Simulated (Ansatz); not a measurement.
Reaction (substitution at a C–N bond): `CCCNCCC` + CH₃SH → `CCCSC` + `CCCN`

Calculated with Ansatz (gas phase, PBE0-D4/def2-TZVP geometries, no zero-point term in ΔE). CBS: MP2 limit from def2 TZ/QZ plus the TZ coupled-cluster correction, frozen cores. This one scheme is used for every species. Each species was taken in one conformer, which may not be the lowest.

```tsv
species	CCSD(T)/CBS(def2) energy (Eh)
`CCCNCCC`	-292.05205
CH₃SH	-438.22835
`CCCSC`	-556.01135
`CCCN`	-174.27758
```

Task: Work out ΔE.

Result: ΔE = (-556.01135) + (-174.27758) − (-292.05205) − (-438.22835) = -0.00853 Eh = -22.4 kJ/mol.

Largest T1 diagnostic among the species: 0.009.

Leaving LDA and LC-ωPBE aside and taking each functional with its dispersion term where it has one, the values, not all of them listed here, spread over 7.0 kJ/mol, from PBE-D4 to CAM-B3LYP-D4. LDA lies +5.9 kJ/mol from PBE without D4. From BLYP to BHLYP (50 % exact exchange), in def2-TZVPP and without D4, ΔE moves by +3.9 kJ/mol. At CCSD(T), def2-SVP lies +18.3 kJ/mol from the extrapolated value and def2-TZVPP +4.9 kJ/mol.
